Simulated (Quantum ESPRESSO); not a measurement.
# TaS2 (P-3m1) in Quantum ESPRESSO: reference runs

Aim: a first look at TaS2 with PBE, on the cell as given and on a disturbed one.

All numbers are computed with Quantum ESPRESSO 7.5; they aren't measurements. Logs are shortened: lines on timing, memory, paths and dates and some standing lists are left out, and cuts for length are marked.

**1. The structure**

Symmetry: P-3m1, No. 164, trigonal system. The conventional cell has a = 3.350 Å, b = 3.350 Å, c = 5.860 Å, α = 90.00°, β = 90.00°, γ = 120.00°. Ta (site symmetry -3m) has 6 S at 2.43 Å as nearest neighbours. Around S (site symmetry 3m) lie 3 Ta at 2.43 Å.

**2. Single point, PBE**

File pw.in:

```
&CONTROL
  calculation = 'scf'
  prefix = 'pwscf'
  outdir = './tmp'
  pseudo_dir = './pseudo'
  tprnfor = .true.
  tstress = .true.
  disk_io = 'nowf'
/
&SYSTEM
  ibrav = 0
  nat = 3
  ntyp = 2
  ecutwfc = 55
  ecutrho = 440
  nbnd = 19
  occupations = 'smearing'
  smearing = 'fd'
  degauss = 0.00367493
/
&ELECTRONS
  conv_thr = 6d-10
  electron_maxstep = 120
  mixing_beta = 0.5
/
ATOMIC_SPECIES
Ta   180.9479 Ta_pbe_v1.uspp.F.UPF
S     32.0600 s_pbe_v1.4.uspp.F.UPF
CELL_PARAMETERS angstrom
   3.3500000000    0.0000000000    0.0000000000
  -1.6750000000    2.9011851027    0.0000000000
   0.0000000000    0.0000000000    5.8600000000
ATOMIC_POSITIONS crystal
Ta     0.0000000000    0.0000000000    0.0000000000
S      0.6666666667    0.3333333333    0.7500000000
S      0.3333333333    0.6666666667    0.2500000000
K_POINTS automatic
9 9 5 0 0 0
```

Potentials or basis: SSSP 1.3 efficiency PBE.

Command:

```console
$ OMP_NUM_THREADS=1 pw.x -in pw.in > pw.out
```

pw.out:

```text
This program is part of the open-source Quantum ESPRESSO suite
     for quantum simulation of materials; please cite
[... 6 lines left out ...]
     using ibrav=0 with symmetry is DISCOURAGED, use correct ibrav instead

     Subspace diagonalization in iterative solution of the eigenvalue problem:
     a serial algorithm will be used

     G-vector sticks info
     --------------------
     sticks:   dense  smooth     PW     G-vecs:    dense   smooth      PW
     Sum        1213     595    187                59773    21095    3467

     Using Slab Decomposition

     bravais-lattice index     =            0
     lattice parameter (alat)  =       6.3306  a.u.
     unit-cell volume          =     384.3390 (a.u.)^3
     number of atoms/cell      =            3
     number of atomic types    =            2
     number of electrons       =        25.00
     number of Kohn-Sham states=           19
     kinetic-energy cutoff     =      55.0000  Ry
     charge density cutoff     =     440.0000  Ry
     scf convergence threshold =      6.0E-10
     mixing beta               =       0.5000
     number of iterations used =            8  plain     mixing
     Exchange-correlation=  SLA  PW   PBX  PBC
                           (   1   4   3   4   0   0   0)

     celldm(1)=   6.330583  celldm(2)=   0.000000  celldm(3)=   0.000000
     celldm(4)=   0.000000  celldm(5)=   0.000000  celldm(6)=   0.000000

     crystal axes: (cart. coord. in units of alat)
               a(1) = (   1.000000   0.000000   0.000000 )
               a(2) = (  -0.500000   0.866025   0.000000 )
               a(3) = (   0.000000   0.000000   1.749254 )

     reciprocal axes: (cart. coord. in units 2 pi/alat)
               b(1) = (  1.000000  0.577350 -0.000000 )
               b(2) = (  0.000000  1.154701  0.000000 )
               b(3) = (  0.000000 -0.000000  0.571672 )

     PseudoPot. # 1 for Ta read from file:
     Ta_pbe_v1.uspp.F.UPF
     Pseudo is Ultrasoft + core correction, Zval = 13.0
     Generated by new atomic code, or converted to UPF format
     Using radial grid of  921 points,  7 beta functions with:
                l(1) =   0
                l(2) =   0
                l(3) =   1
                l(4) =   1
                l(5) =   2
                l(6) =   2
                l(7) =   3
     Q(r) pseudized with  6 coefficients,  rinner =    1.300   1.300   1.300
                                                       1.300   1.300   1.300
                                                       1.300

     PseudoPot. # 2 for S  read from file:
     s_pbe_v1.4.uspp.F.UPF
     Pseudo is Ultrasoft + core correction, Zval =  6.0
     Generated by new atomic code, or converted to UPF format
     Using radial grid of  907 points,  6 beta functions with:
                l(1) =   0
                l(2) =   0
                l(3) =   1
                l(4) =   1
                l(5) =   2
                l(6) =   2
     Q(r) pseudized with  8 coefficients,  rinner =    1.300   1.300   1.300
                                                       1.300   1.300

     atomic species   valence    mass     pseudopotential
     Ta               13.00   180.94790     Ta( 1.00)
     S                 6.00    32.06000     S ( 1.00)

     12 Sym. Ops., with inversion, found

   Cartesian axes

     site n.     atom                  positions (alat units)
         1        Ta     tau(   1) = (   0.0000000   0.0000000   0.0000000  )
         2        S      tau(   2) = (   0.5000000   0.2886751   1.3119403  )
         3        S      tau(   3) = (  -0.0000000   0.5773503   0.4373134  )

     number of k points=    50  Fermi-Dirac smearing, width (Ry)=  0.0037
                       cart. coord. in units 2pi/alat
        k(    1) = (   0.0000000   0.0000000   0.0000000), wk =   0.0049383
        k(    2) = (   0.0000000   0.0000000   0.1143345), wk =   0.0098765
        k(    3) = (   0.0000000   0.0000000   0.2286689), wk =   0.0098765
        k(    4) = (   0.0000000   0.1283001   0.0000000), wk =   0.0296296
        k(    5) = (   0.0000000   0.1283001   0.1143345), wk =   0.0296296
        k(    6) = (   0.0000000   0.1283001   0.2286689), wk =   0.0296296
[... 42 lines left out ...]
        k(   49) = (  -0.2222222   0.5132002  -0.1143345), wk =   0.0592593
        k(   50) = (  -0.2222222   0.5132002  -0.2286689), wk =   0.0592593

     Dense  grid:    59773 G-vectors     FFT dimensions: (  45,  45,  75)

     Smooth grid:    21095 G-vectors     FFT dimensions: (  30,  30,  54)

     Initial potential from superposition of free atoms

     starting charge      24.9988, renormalised to      25.0000

     negative rho (up, down):  9.476E-02 0.000E+00
     Starting wfcs are   21 randomized atomic wfcs

     Self-consistent Calculation

     iteration #  1     ecut=    55.00 Ry     beta= 0.50
     Davidson diagonalization with overlap
     ethr =  1.00E-02,  avg # of iterations =  4.3

     Threshold (ethr) on eigenvalues was too large:
     Diagonalizing with lowered threshold

     Davidson diagonalization with overlap
     ethr =  4.95E-04,  avg # of iterations =  2.0

     negative rho (up, down):  9.737E-02 0.000E+00

     total energy              =    -190.26775316 Ry
     estimated scf accuracy    <       0.13075482 Ry

     iteration #  2     ecut=    55.00 Ry     beta= 0.50
     Davidson diagonalization with overlap
     ethr =  5.23E-04,  avg # of iterations =  2.0

     negative rho (up, down):  9.851E-02 0.000E+00

     total energy              =    -190.28012308 Ry
     estimated scf accuracy    <       0.06020917 Ry

     iteration #  3     ecut=    55.00 Ry     beta= 0.50
     Davidson diagonalization with overlap
     ethr =  2.41E-04,  avg # of iterations =  2.3

     negative rho (up, down):  9.955E-02 0.000E+00

     total energy              =    -190.29496279 Ry
     estimated scf accuracy    <       0.02116911 Ry

     iteration #  4     ecut=    55.00 Ry     beta= 0.50
     Davidson diagonalization with overlap
     ethr =  8.47E-05,  avg # of iterations =  1.3

     negative rho (up, down):  1.007E-01 0.000E+00

     total energy              =    -190.29766267 Ry
     estimated scf accuracy    <       0.00069641 Ry

     iteration #  5     ecut=    55.00 Ry     beta= 0.50
     Davidson diagonalization with overlap
     ethr =  2.79E-06,  avg # of iterations =  5.3

     negative rho (up, down):  1.008E-01 0.000E+00

     total energy              =    -190.29775880 Ry
     estimated scf accuracy    <       0.00018135 Ry

     iteration #  6     ecut=    55.00 Ry     beta= 0.50
     Davidson diagonalization with overlap
     ethr =  7.25E-07,  avg # of iterations =  1.9

     negative rho (up, down):  1.008E-01 0.000E+00

     total energy              =    -190.29779588 Ry
     estimated scf accuracy    <       0.00000233 Ry

     iteration #  7     ecut=    55.00 Ry     beta= 0.50
     Davidson diagonalization with overlap
     ethr =  9.31E-09,  avg # of iterations =  4.9

     negative rho (up, down):  1.008E-01 0.000E+00

     total energy              =    -190.29779842 Ry
     estimated scf accuracy    <       0.00000017 Ry

     iteration #  8     ecut=    55.00 Ry     beta= 0.50
     Davidson diagonalization with overlap
     ethr =  6.74E-10,  avg # of iterations =  2.5

     negative rho (up, down):  1.008E-01 0.000E+00

     total energy              =    -190.29779848 Ry
     estimated scf accuracy    <       0.00000003 Ry

     iteration #  9     ecut=    55.00 Ry     beta= 0.50
     Davidson diagonalization with overlap
     ethr =  1.06E-10,  avg # of iterations =  2.2

     negative rho (up, down):  1.008E-01 0.000E+00

     total energy              =    -190.29779848 Ry
     estimated scf accuracy    <          2.7E-09 Ry

     iteration # 10     ecut=    55.00 Ry     beta= 0.50
     Davidson diagonalization with overlap
     ethr =  1.08E-11,  avg # of iterations =  3.4

     negative rho (up, down):  1.008E-01 0.000E+00

     End of self-consistent calculation

          k = 0.0000 0.0000 0.0000 (  2637 PWs)   bands (ev):

   -58.0879 -24.5636 -24.5340 -24.5340  -4.4704  -2.3891   3.7082   6.4237
     6.4237   9.3399   9.8840   9.8840  10.7283  10.7283  10.9824  14.7860
    14.7860  15.8666  16.2656

          k = 0.0000 0.0000 0.1143 (  2666 PWs)   bands (ev):

   -58.0879 -24.5637 -24.5340 -24.5340  -4.3927  -2.5497   4.0494   6.4334
     6.4334   8.5144   9.8357   9.8357  10.7184  10.7184  11.4748  14.9239
    14.9239  15.8753  16.7786

          k = 0.0000 0.0000 0.2287 (  2672 PWs)   bands (ev):

   -58.0879 -24.5638 -24.5340 -24.5340  -4.2379  -2.8288   4.7776   6.4494
     6.4494   7.3571   9.7602   9.7602  10.7021  10.7021  11.8903  15.1604
    15.1604  16.0737  17.6276

          k = 0.0000 0.1283 0.0000 (  2649 PWs)   bands (ev):

   -58.0864 -24.5704 -24.5565 -24.5423  -4.2782  -2.3994   3.9375   6.1290
     6.5243   8.6206   9.2318   9.4516  10.7285  11.4199  11.4455  14.4186
    14.7650  16.8341  17.0450

          k = 0.0000 0.1283 0.1143 (  2660 PWs)   bands (ev):

   -58.0864 -24.5704 -24.5566 -24.5423  -4.2030  -2.5420   4.2325   6.1100
     6.5157   8.4768   8.8715   9.2563  10.7822  11.4202  11.9124  14.5684
    14.6911  16.6864  17.5763

          k = 0.0000 0.1283 0.2287 (  2667 PWs)   bands (ev):

   -58.0864 -24.5704 -24.5567 -24.5423  -4.0476  -2.8037   4.9280   5.8879
     6.5346   7.9640   8.4998   9.1829  10.8270  11.4089  12.3603  14.6200
    14.9164  16.8645  18.1246

          k = 0.0000 0.2566 0.0000 (  2653 PWs)   bands (ev):

   -58.0825 -24.6610 -24.5630 -24.5388  -3.7577  -2.4218   4.5479   5.7044
     6.7059   6.7947   8.5804   9.1008  10.3618  12.1236  12.1588  14.7833
    14.9801  17.7426  18.2902

          k = 0.0000 0.2566 0.1143 (  2658 PWs)   bands (ev):

   -58.0825 -24.6610 -24.5630 -24.5389  -3.7034  -2.5006   4.5702   5.8508
     6.6464   6.6657   8.6616   9.1017  10.2395  12.2062  12.6336  14.5027
    14.7273  17.3079  17.9130

          k = 0.0000 0.2566 0.2287 (  2662 PWs)   bands (ev):

   -58.0825 -24.6610 -24.5630 -24.5389  -3.5528  -2.7143   4.8822   5.7473
     6.6705   6.7722   8.5258   8.6291  10.3698  12.2488  13.0226  14.1986
    14.7828  17.3266  17.7586

          k = 0.0000 0.3849 0.0000 (  2643 PWs)   bands (ev):

   -58.0780 -24.7621 -24.5865 -24.5185  -3.1160  -2.3950   4.7221   5.5404
     5.9089   6.7121   8.1015   8.3706  10.0594  12.6709  12.9202  15.4842
    15.6934  17.1548  17.5641

          k = 0.0000 0.3849 0.1143 (  2648 PWs)   bands (ev):

   -58.0780 -24.7621 -24.5865 -24.5185  -3.1429  -2.3459   4.4853   5.2792
     6.2800   6.6471   8.4971   8.6031   9.8069  12.6978  13.3118  15.0341
    15.1590  16.5006  16.8792

          k = 0.0000 0.3849 0.2287 (  2659 PWs)   bands (ev):

   -58.0780 -24.7621 -24.5865 -24.5186  -3.0646  -2.4413   4.4554   5.2051
     6.5789   6.6115   8.5038   8.5540   9.7592  12.7660  13.2663  14.9839
    15.0066  16.4460  16.5903
[... 183 lines left out ...]
   -58.0751 -24.8270 -24.6017 -24.5052  -2.7902  -2.1798   3.8510   5.7940
     6.3378   6.5685   7.3270   8.4707   9.8855  13.1008  13.5063  15.3359
    15.6613  16.7765  17.7200

          k = 0.0000 0.5132-0.2287 (  2635 PWs)   bands (ev):

   -58.0751 -24.8269 -24.6017 -24.5053  -2.8550  -2.0855   3.7771   5.4417
     6.4005   6.4947   8.0358   8.6262   9.6609  13.1057  13.4920  15.2800
    15.3789  16.3371  17.1685

          k =-0.1111 0.3208-0.1143 (  2653 PWs)   bands (ev):

   -58.0795 -24.7186 -24.5899 -24.5251  -3.2272  -2.5474   5.1736   5.4576
     5.9808   6.9278   7.6377   8.4121  10.9179  11.7223  13.0545  14.5932
    15.7493  18.3541  18.5529

          k =-0.1111 0.3208-0.2287 (  2658 PWs)   bands (ev):

   -58.0795 -24.7186 -24.5899 -24.5252  -3.0901  -2.7049   4.9573   5.4937
     6.3021   6.9506   7.6871   8.3098  10.8615  11.7846  13.2364  14.4963
    15.1746  17.9831  18.2317

          k =-0.1111 0.4491-0.1143 (  2647 PWs)   bands (ev):

   -58.0758 -24.7945 -24.6161 -24.5084  -2.7120  -2.4168   4.3946   5.5806
     6.3199   6.5416   7.4886   7.6973  10.7290  12.3803  13.4510  14.8985
    16.5536  17.0163  17.7731

          k =-0.1111 0.4491-0.2287 (  2641 PWs)   bands (ev):

   -58.0758 -24.7945 -24.6161 -24.5084  -2.7655  -2.3469   4.2961   5.2663
     6.4581   6.7174   7.6744   7.9172  10.5065  12.4055  13.4323  14.7366
    16.2704  16.9303  17.2206

          k =-0.2222 0.5132-0.1143 (  2638 PWs)   bands (ev):

   -58.0738 -24.7891 -24.6768 -24.4996  -2.4776  -2.2575   4.4279   5.3110
     6.0648   6.6895   6.8644   7.5832  11.4985  12.3462  13.2228  14.6283
    16.1129  16.9394  18.4083

          k =-0.2222 0.5132-0.2287 (  2636 PWs)   bands (ev):

   -58.0738 -24.7891 -24.6768 -24.4996  -2.5299  -2.2004   4.4179   5.1883
     6.1497   6.6344   7.0553   7.6613  11.2007  12.2064  13.1863  14.7111
    16.6457  17.1719  18.0521

     the Fermi energy is    10.6969 ev

!    total energy              =    -190.29779848 Ry
     estimated scf accuracy    <          5.0E-10 Ry
     smearing contrib. (-TS)   =      -0.00110060 Ry
     internal energy E=F+TS    =    -190.29669789 Ry

     The total energy is F=E-TS. E is the sum of the following terms:
     one-electron contribution =     -60.12872148 Ry
     hartree contribution      =      39.82598290 Ry
     xc contribution           =     -59.28957312 Ry
     ewald contribution        =    -110.70438619 Ry

     convergence has been achieved in  10 iterations

     negative rho (up, down):  1.008E-01 0.000E+00

     Forces acting on atoms (cartesian axes, Ry/au):

     atom    1 type  1   force =     0.00000000    0.00000000    0.00000000
     atom    2 type  2   force =     0.00000000    0.00000000   -0.04799718
     atom    3 type  2   force =    -0.00000000   -0.00000000    0.04799718

     Total force =     0.067878     Total SCF correction =     0.000053

     Computing stress (Cartesian axis) and pressure

     negative rho (up, down):  1.008E-01 0.000E+00
          total   stress  (Ry/bohr**3)                   (kbar)     P=       91.27
   0.00051163  -0.00000000   0.00000000           75.26       -0.00        0.00
  -0.00000000   0.00051163   0.00000000           -0.00       75.26        0.00
   0.00000000   0.00000000   0.00083812            0.00        0.00      123.29

=------------------------------------------------------------------------------=
   JOB DONE.
=------------------------------------------------------------------------------=
```

Run time: 65 s. Hardware: 1 thread of Intel Xeon Platinum 8375C at 2.90GHz (Ice Lake), shared host; peak memory 0.47 GiB.

Results:

```yaml
Free_energy: -2589.1334 eV
Pressure: 9.1 GPa
Largest_force: 1.234 eV/Å
Band_gap_on_the_k_mesh: none (metal or under the smearing width)
```

Forces on the atoms (eV/Å):
```
Ta   0.000  0.000  0.000
S    0.000  0.000 -1.234
S    0.000  0.000  1.234
```

Levels at points of the mesh, in eV from the Fermi level:
```csv
k point,band 9,band 10,band 11,band 12,band 13,band 14,band 15,band 16
"(0.00, 0.00, 0.00)",-4.27,-1.36,-0.81,-0.81,0.03,0.03,0.29,4.09
```

Caveat: this functional lacks dispersion, which binds the layers, so the pressure and a relaxed spacing across them are unreliable; forces of over 1 eV/Å show positions far from the minimum, so gaps and moduli don't describe the material at rest.

**3. Single point, PBE (atoms moved at random, drawn with an rms of 0.05 Å)**

Changes to pw.in since step 2:

```diff
@@ -33,5 +33,5 @@
 ATOMIC_POSITIONS crystal
-Ta     0.0000000000    0.0000000000    0.0000000000
-S      0.6666666667    0.3333333333    0.7500000000
-S      0.3333333333    0.6666666667    0.2500000000
+Ta     0.0041220000    0.0003100000    0.0021190000
+S      0.6660240000    0.3321890000    0.7485360000
+S      0.3246580000    0.6644960000    0.2458150000
 K_POINTS automatic
```

Potentials or basis: SSSP 1.3 efficiency PBE.

Command:

```console
$ OMP_NUM_THREADS=1 pw.x -in pw.in > pw.out
```

Run time: 3 min. Hardware: 1 thread of Intel Xeon Platinum 8375C at 2.90GHz (Ice Lake), shared host; peak memory 0.58 GiB.

The run converged. Its results:

```yaml
Free_energy: -2589.0958 eV
Pressure: 10.0 GPa
Largest_force: 1.798 eV/Å
Band_gap_on_the_k_mesh: none (metal or under the smearing width)
```

Forces on the atoms (eV/Å):
```
Ta  -0.309 -0.055 -0.762
S    0.017  0.016 -1.012
S    0.292  0.039  1.774
```

Stress tensor (GPa, compression positive):
```
 8.23 -0.65  1.06
-0.65  8.39  0.08
 1.06  0.08 13.42
```

Levels at points of the mesh, in eV from the Fermi level:
```
           k point  band 8  band 9  band 10  band 11  band 12  band 13  band 14  band 15  band 16  band 17
(0.00, 0.00, 0.00)   -4.35   -4.32    -1.39    -0.85    -0.84     0.01     0.06     0.33     4.07     4.17
```

Spin-orbit coupling is left out, which matters for the levels of Ta.
